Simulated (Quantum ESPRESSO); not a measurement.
## Pb under changes of volume

One of the cells (30.323 Å³/atom); the others are scaled copies at fixed shape and fractional positions:

```
CELL_PARAMETERS angstrom
0.00000 2.47502 2.47502
2.47502 0.00000 2.47502
2.47502 2.47502 0.00000
ATOMIC_POSITIONS crystal
Pb 0.00000 0.00000 0.00000
```

| Item | Value |
| --- | --- |
| Program | Quantum ESPRESSO 7.5 |
| Functional | PBE |
| Potentials or basis | PseudoDojo 0.4 SR PBE stringent |
| Cutoff | 1225 eV |
| Density cutoff | 4898 eV |
| k mesh | 9 × 9 × 9 |
| Occupations | fermi-dirac, width 0.05 eV |
| Spin | no spin polarisation |

```tsv
volume (Å³/atom)	energy over the lowest point (meV/atom)	pressure (GPa)
28.503	56.34	6.0
29.110	?	?
29.716	20.97	3.4
30.323	10.29	2.3
30.929	3.58	1.3
31.535	0.29	0.4
32.142	0.00	-0.3
```

Q: What does the run at 29.110 Å³/atom give?

A: Energy over the lowest point 36.14 meV/atom; pressure 4.6 GPa.

Worked out: A Birch-Murnaghan fit of order 3 (a polynomial in V^(-2/3)) to the other rows has its minimum at 31.90 Å³/atom with B0 = V·E''(V) = 39 GPa and B' = 6.0. It gives 36.08 meV/atom at 29.110 Å³/atom, against the run's 36.14, and -dE/dV = 4.6 GPa, against 4.6.

Energies are extrapolated to zero smearing.
